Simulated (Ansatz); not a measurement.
# HfC: the cost of one run

Method: DFT PBE, scalar-relativistic, plane waves, PAW, in Ansatz 0.2.0.

4 further runs of the same task are left out: 4 set aside as unsound or not needed.

### Step 1. Starting point

The structure is hexagonal, space group P6_3mc (No. 186). The conventional cell has a = 3.092 Å, b = 3.092 Å, c = 5.074 Å, α = 90.00°, β = 90.00°, γ = 120.00°. Si (site symmetry 3m) is surrounded by 4 C at 1.89 to 1.91 Å. Around C (site symmetry 3m) lie 4 Si at 1.89 to 1.91 Å.

Coordinates:

```
Si C
1.0
     3.09194    0.00000    0.00000
    -1.54597    2.67770    0.00000
     0.00000    0.00000    5.07429
Si C
2 2
Direct
  0.33333 0.66667 0.49958
  0.66667 0.33333 0.99958
  0.33333 0.66667 0.87542
  0.66667 0.33333 0.37542
```

It goes back to an entry of the Materials Project.

This cell was relaxed beforehand with the same method: volume 10.50 Å³/atom, gap on the mesh 2.31 eV.

### Step 2. Si → Hf: the starting cell

The start of HfC: fractional positions of relaxed SiC, cell scaled by 1.211, a guess from tabulated radii.

### Step 3. Probe: one point at the start (HfC)

File input.yaml:

```yaml
crystal:
  lattice:
    - [3.7435624979, 0.0, 0.0]
    - [-1.871781249, 3.2420202239, 0.0]
    - [0.0, 0.0, 6.1436999882]
  atoms:
    - { symbol: Hf, position: [0.3333333333, 0.6666666667, 0.4995817072] }
    - { symbol: Hf, position: [0.6666666667, 0.3333333333, 0.9995817072] }
    - { symbol: C, position: [0.3333333333, 0.6666666667, 0.8754182928] }
    - { symbol: C, position: [0.6666666667, 0.3333333333, 0.3754182928] }
basis:
  ecutwfc: 420
kpoints:
  mp_grid: { grid: [6, 6, 4] }
hamiltonian:
  xc: pbe
scf:
  occupations: { method: gaussian, width: 0.1 }
output:
  forces: true
  stress: true
  eigenvalues: true
```

Started as:

```
ansatz run input.yaml --threads 1 --pin off --max-ram 2560MiB --backend cpu --events-out ev --progress --plain --runs-dir out
```

What time and memory should one allow on 1 thread of Intel Xeon Platinum 8259CL at 2.50GHz (Skylake/Cascade Lake), shared host?

About 4.5 s, with a peak of 0.39 GiB.
